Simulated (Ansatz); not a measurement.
Write the native input for Ansatz 0.2.0 that does the following.

* Task: single point
* Functional: PBEsol
* Potentials or basis: Ansatz PAW earlier set
* Cutoff: 920 eV (not typed: the program's choice for these potentials)
* k mesh: 13 × 13 × 13
* Occupations: cold, width 0.01 eV
* Spin: collinear spin, random start
* Starting moments: [-0.28] μB
* Hubbard terms: Ni d U = 1.0 eV
* Double counting: amf
* Hubbard projectors: ortho-atomic (the default)

Crystal: Ni.

```
Ni
1.0
    -1.38372    1.38372    1.38372
     1.38372   -1.38372    1.38372
     1.38372    1.38372   -1.38372
Ni
1
Direct
  0.00000 0.00000 0.00000
```

This isn't the form of Ni at room conditions, which is fcc.

One way to write it, as run:

input.yaml

```yaml
crystal:
  lattice:
    - [-1.38371547, 1.38371547, 1.38371547]
    - [1.38371547, -1.38371547, 1.38371547]
    - [1.38371547, 1.38371547, -1.38371547]
  atoms:
    - { symbol: Ni, spin: -0.28, position_ang: [0.0, 0.0, 0.0] }
hamiltonian:
  xc: pbesol
  pseudopotentials: { kind: paw, source: ansatz }
  hubbard: { sites: [{ species: Ni, l: d, u_eff: 1.0 }], double_counting: amf }
magnetization:
  spin_polarized: true
kpoints:
  mp_grid: { grid: [13, 13, 13] }
scf:
  occupations: { method: cold, width: 0.01 }
output:
  forces: true
  stress: true
  eigenvalues: true
  write_density: true
  write_potential: true
  elf: true
  volumetric_format: npy
```

Potentials or basis: Ansatz PAW earlier set.

Command:

```bash
$ ansatz run input.yaml --threads 1 --pin off --max-ram 2560MiB --backend cpu --events-out ev --progress --plain --runs-dir out
```

Results of the run:

```
Pressure               : -4.2 GPa
Band gap on the k mesh : none (metal or under the smearing width)
Net moment             : -0.26 μB per cell
Absolute moment        : 0.29 μB per cell
Site moments           : Ni -0.27 μB
```

Caveat: the magnetic or orbital state may not be the lowest; the PAW data sets come from PBE, with cores solved anew for the run's functional, which leaves a small shift of forces and pressure; the U is typed as a test and isn't derived for this compound.

Wall time 16 s on 1 thread of Arm Neoverse V1 (shared host), peak memory 0.39 GiB.
